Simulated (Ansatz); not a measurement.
## Gd: single point with PBE

The system is Gd.

```
CELL_PARAMETERS angstrom
3.63600 0.00000 0.00000
-1.81800 3.14887 0.00000
0.00000 0.00000 5.78260
ATOMIC_POSITIONS crystal
Gd 0.66667 0.33333 0.75000
Gd 0.33333 0.66667 0.25000
```

```json
{
  "Program": "Ansatz 0.2.0",
  "Task": "single point",
  "Functional": "PBE",
  "Potentials or basis": "all-electron LAPW, scalar-relativistic",
  "Cutoff": "156 eV (chosen from the basis error)",
  "Basis error allowed": "0.001 eV/atom",
  "k mesh": "8 × 8 × 5",
  "Occupations": "fermi-dirac, width 0.05 eV",
  "Spin": "collinear spin, ferromagnetic start",
  "Starting moments": "[7.0, 7.0] μB"
}
```

The pressure is 0.6 GPa and the band gap on the k mesh is none (metal or under the smearing width). The net moment is 15.23 μB per cell, the absolute moment is 15.23 μB per cell and the site moments are Gd +7.46 μB.

Stress tensor (GPa, compression positive):
```
0.47 0.00 0.00
0.00 0.47 0.00
0.00 0.00 0.81
```

Levels at points of the mesh, in eV from the Fermi level:
Spin up:
```csv
k point,band 32,band 33,band 34,band 35,band 36,band 37,band 38,band 39,band 40,band 41
"(0.00, 0.00, 0.00)",-4.62,-4.62,-2.47,1.06,1.33,1.33,1.50,1.96,1.96,2.54
"(0.00, -0.50, 0.00)",-4.63,-2.14,-1.74,-1.29,-0.09,1.07,1.10,1.78,5.10,5.49
```
Spin down:
```csv
k point,band 18,band 19,band 20,band 21,band 22,band 23
"(0.00, 0.00, 0.00)",-19.87,-4.15,-1.42,0.33,0.36,0.41
"(0.00, -0.50, 0.00)",-19.97,-1.05,-0.90,-0.58,0.36,0.42
```

It took 48 s on 2 threads of Intel(R) Xeon(R) Processor @ 2.50GHz (Skylake/Cascade Lake) (shared host), peak memory 0.49 GiB.

Caveat: an open f shell can end in a state above the lowest; spin-orbit coupling is left out, which moves the levels of the heavy elements. The state reached can hang on the start; a lower one may exist.
